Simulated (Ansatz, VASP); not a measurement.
## H: VASP beside Ansatz

```
CELL_PARAMETERS angstrom
1.64853 -2.73169 0.00000
1.64853 2.73169 0.00000
0.00000 0.00000 5.99808
ATOMIC_POSITIONS crystal
H 0.56781 0.43219 0.99951
H 0.43219 0.56781 0.00049
H 0.43219 0.56781 0.49951
H 0.56781 0.43219 0.50049
```

Change from the starting cell: strain +0.000 along x and y, -0.050 along z, atoms carried along.

Alike in both runs: task single point; functional LDA; k mesh 8 × 8 × 4; occupations gaussian, width 0.05 eV; no spin polarisation.

```csv
,VASP,Ansatz
version,VASP 6.6.1,Ansatz 0.2.0
potentials or method,"VASP PAW LDA potentials, release 64 (H)","scalar-relativistic, plane waves, PAW"
plane-wave cutoff (eV),520,420
valence electrons in the cell,4,4
```

Ansatz gave:

```
gap on the k mesh at the Fermi level (eV)       : 7.59
least direct gap on the mesh (eV)               : 7.59
pressure (GPa)                                  : 1.0
largest component of the traceless stress (GPa) : 2.61
rms of the force components (eV/Å)              : 0.559
```

Which values does VASP return?

gap on the k mesh at the Fermi level (eV): 7.58; least direct gap on the mesh (eV): 7.59; pressure (GPa): 0.8; largest component of the traceless stress (GPa): 2.61; rms of the force components (eV/Å): 0.564.

Atom by atom the forces differ by 0.005 eV/Å (rms over components).

A k mesh can miss the band edges.
